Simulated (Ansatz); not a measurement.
# AlN: a relaxation

Aim: relax the cell and atoms of AlN.

Computed with Ansatz 0.2.0 (DFT PBE, scalar-relativistic, plane waves, PAW, unless a step's input says otherwise).

### 1 The structure to begin with

It takes space group P6_3/mmc (No. 194, hexagonal). Conventional cell: a = 3.312 Å, b = 3.312 Å, c = 4.188 Å, α = 90.00°, β = 90.00°, γ = 120.00°. Al (site symmetry -6m2) has 5 N at 1.91 to 2.09 Å as nearest neighbours. N (site symmetry -6m2) is surrounded by 5 Al at 1.91 to 2.09 Å.

As a file:

```cif
data_structure
_symmetry_space_group_name_H-M 'P6_3/mmc'
_symmetry_Int_Tables_number 194
_cell_length_a 3.3121
_cell_length_b 3.3121
_cell_length_c 4.1876
_cell_angle_alpha 90.000
_cell_angle_beta 90.000
_cell_angle_gamma 120.000
_cell_volume 39.78
loop_
_atom_site_label
_atom_site_type_symbol
_atom_site_symmetry_multiplicity
_atom_site_Wyckoff_symbol
_atom_site_fract_x
_atom_site_fract_y
_atom_site_fract_z
_atom_site_occupancy
Al1 Al 2 d 0.33333 0.66667 0.75000 1
N1 N 2 c 0.33333 0.66667 0.25000 1
```

Source of the structure: the Materials Project (structure only). Such an entry need not be the stable form.

(A quick probe on a coarse mesh, which set the mesh and smearing, is not shown.)

### 3 Full relaxation

input.yaml reads:

```yaml
crystal:
  lattice:
    - [3.3121157418, 0.0, 0.0]
    - [-1.6560578709, 2.8683763727, 0.0]
    - [0.0, 0.0, 4.187563]
  atoms:
    - { symbol: Al, position: [0.33333333, 0.66666667, 0.75] }
    - { symbol: Al, position: [0.66666667, 0.33333333, 0.25] }
    - { symbol: "N", position: [0.33333333, 0.66666667, 0.25] }
    - { symbol: "N", position: [0.66666667, 0.33333333, 0.75] }
basis:
  ecutwfc: 420
kpoints:
  mp_grid: { grid: [12, 12, 6] }
hamiltonian:
  xc: pbe
scf:
  occupations: { method: gaussian, width: 0.02 }
output:
  forces: true
  stress: true
  eigenvalues: true
relax:
  adjacent_minimum: "off"
  f_tol: 0.005
  max_steps: 80
  cell: { stress_tol: 0.05 }
```

Command:

```console
$ ansatz run input.yaml --threads 4 --pin off --max-ram 9216MiB --backend cpu --events-out ev --progress --plain --runs-dir out
```

Before running it: what results should come out? Wanted: relaxed cell; volume; formation energy; gap on the mesh.

As calculated:

| quantity | value |
| --- | --- |
| relaxed cell | a = 3.314 Å, b = 3.314 Å, c = 4.187 Å, α = 90.00°, β = 90.00°, γ = 120.00° |
| space group (0.01 Å) | P6_3/mmc (No. 194) |
| volume | 9.96 Å³/atom |
| formation energy (elements from runs with the same settings, not shown) | -1.25 eV/atom |
| gap on the mesh | 3.25 eV |

What this shows: Relaxation left the volume within 0.5 % of the start. A gap from this kind of functional tends to be too small.
